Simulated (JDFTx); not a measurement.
**PbS (Galena): relaxation of the atoms with PBEsol**

The system is PbS (Galena).

```
Pb S
1.0
     0.00000    2.92971    2.92971
     2.90041    0.00000    2.92971
     2.90041    2.92971    0.00000
Pb S
1 1
Direct
  0.00000 0.00000 0.00000
  0.50000 0.50000 0.50000
```

The cell isn't the ideal one: relaxed cell strained by -0.01 in Voigt component 1.

* Program: JDFTx 1.7.0 (patched build)
* Task: relaxation of the atoms
* Functional: PBEsol
* Potentials or basis: PseudoDojo-SR-PBEsol-0.4-stringent with smoothed tails
* Cutoff: 1225 eV
* Density cutoff: 9796 eV
* k mesh: 3 × 3 × 3
* Occupations: methfessel-paxton, width 0.2 eV
* Spin: no spin polarisation
* Local potential set to -Z/r beyond: 6 bohr
* Bands: 21
* Density cutoff over wavefunction cutoff: 8
* Max SCF steps: 100
* SCF threshold on the energy: 1e-10 Ha
* Solver of the electrons: scf
* Further solve for the empty bands: no

- Pressure after relaxing: 0.6 GPa
- Band gap on the k mesh: 2.15 eV, direct
- Loewdin charges: Pb +0.42; S -0.37 e

Stress tensor (GPa, compression positive):
```
1.69 0.00 0.00
0.00 0.12 0.00
0.00 0.00 0.12
```

Final structure:
```cif
data_structure
_symmetry_space_group_name_H-M 'P 1'
_symmetry_Int_Tables_number 1
_cell_length_a 4.1432
_cell_length_b 4.1226
_cell_length_c 4.1226
_cell_angle_alpha 60.332
_cell_angle_beta 59.834
_cell_angle_gamma 59.834
_cell_volume 49.79
loop_
_atom_site_label
_atom_site_type_symbol
_atom_site_fract_x
_atom_site_fract_y
_atom_site_fract_z
_atom_site_occupancy
Pb1 Pb 0.00000 0.00000 0.00000 1
S1 S 0.50000 0.50000 0.50000 1
```

Levels at points of the mesh, in eV from the valence-band top:
```csv
k point,band 11,band 12,band 13,band 14,band 15,band 16,band 17,band 18
"(0.00, 0.00, 0.00)",-5.18,-1.69,-1.60,-1.60,6.03,6.03,6.27,7.27
```

Wall time 37 s on 1 thread of Arm Neoverse V2, with other jobs on the host, peak memory 0.16 GiB.

Caveat: the k mesh is coarse (spacing up to 0.62 Å⁻¹), so the values aren't converged; this smearing has several roots in a gap; the relaxation stopped at its first step, so nothing moved; spin-orbit coupling is left out, which as a rule narrows the gap of such compounds by several tenths of an eV; an odd mesh through Γ misses points on the zone boundary, where band edges often lie.
